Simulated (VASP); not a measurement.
The system is BeSe.

```
Be Se
1.0
     0.00000    2.53500    2.53500
     2.53500    0.00000    2.53500
     2.53500    2.53500    0.00000
Be Se
1 1
Direct
  0.00000 0.00000 0.00000
  0.25000 0.25000 0.25000
```

```yaml
Program: VASP 6.6.1
Task: relaxation of cell and atoms
Functional: PBE
Potentials_or_basis: VASP PAW PBE potentials, release 64 (Be, Se)
Cutoff: 300 eV
k_mesh: 5 × 5 × 5
Occupations: gaussian, width 0.03 eV
Spin: no spin polarisation
```

At the start: pressure 5.8 GPa; volume 16.29 Å³/atom.

Q: How do energy, volume and symmetry change on relaxing?

A: Over 3 steps the energy falls by 19.2 meV/atom and the volume is 17.42 Å³/atom (+6.9 %); space group F-43m (No. 216, to 0.05 Å).

Step by step:
| step | energy change (eV) | largest force (eV/Å) | pressure (GPa) | volume (Å³) |
| --- | --- | --- | --- | --- |
| 1 | 0.0000 | 0.0000 | 5.76 | 32.58 |
| 2 | -0.0363 | 0.0000 | -1.19 | 35.42 |
| 3 | -0.0385 | 0.0000 | 0.03 | 34.84 |

Final structure:
```
Be Se
1.0
     0.00000    2.59221    2.59221
     2.59221    0.00000    2.59221
     2.59221    2.59221    0.00000
Be Se
1 1
Direct
  0.00000 0.00000 0.00000
  0.25000 0.25000 0.25000
```

Caveat: the k mesh is coarse (spacing up to 0.43 Å⁻¹), so the values aren't converged; the cutoff is under 1.25 times the usual one of these potentials, so pressure, stress and relaxed cells hold a basis-set (Pulay) error.
